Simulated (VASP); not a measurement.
Write the native input for VASP 6.6.1 that does the following.

* Task: single point
* Functional: PBEsol
* Potentials or basis: VASP PAW PBE potentials, release 64 (Pt, Te)
* Cutoff: 520 eV
* k mesh: 7 × 7 × 5
* Occupations: fermi-dirac, width 0.05 eV
* Spin: no spin polarisation
* Ladder: free
* Further INCAR settings: ALGO = Normal; EDIFF = 1e-07; NBANDS = 24

The structure of TePt lies in POSCAR:

```
TePt
1.0
    4.2628798384      0.0000000000      0.0000000000
   -2.1314399192      3.6917622333      0.0000000000
    0.0000000000      0.0000000000      5.6617710000
Pt Te
2 2
Direct
    0.0000000000      0.0000000000      0.0000000000
    0.0000000000      0.0000000000      0.5000000000
    0.3333333333      0.6666666667      0.2500000000
    0.6666666667      0.3333333333      0.7500000000
```

Measurements of this composition are mostly on another form, of space group No. 166.

These files were run (other wordings do the same):

INCAR

```
ALGO     = Normal         # electronic algorithm
EDIFF    = 1E-7           # SCF threshold, eV
ENCUT    = 520            # plane-wave cutoff, eV
GGA      = PS             # functional
ISIF     = 2              # what is computed and relaxed
ISMEAR   = -1             # smearing method
LASPH    = T              # aspherical terms in the spheres
LCHARG   = F              # write CHGCAR
LREAL    = F              # projectors in reciprocal space
LWAVE    = F              # write WAVECAR
NBANDS   = 24             # bands
NELM     = 100            # most SCF steps
PREC     = Accurate       # precision mode
SIGMA    = 0.05           # smearing width, eV
```

KPOINTS

```
k-points
0
Gamma
  7 7 5
```

Potentials or basis: VASP PAW PBE potentials, release 64 (Pt, Te).

Launch:

```sh
$ cat potpaw_PBE.64/Pt/POTCAR potpaw_PBE.64/Te/POTCAR > POTCAR
$ mpirun -np 1 vasp_std > vasp.out
```

It gave:

| Quantity | Value |
| --- | --- |
| Pressure | -5.1 GPa |
| Band gap on the k mesh | none (metal or under the smearing width) |

Caveat: the PAW data sets were made with another functional, which shifts forces and pressure a little.

It took 42 s on 1 thread of Intel(R) Xeon(R) Platinum 8488C (Sapphire Rapids) (shared host), peak memory 0.22 GiB.
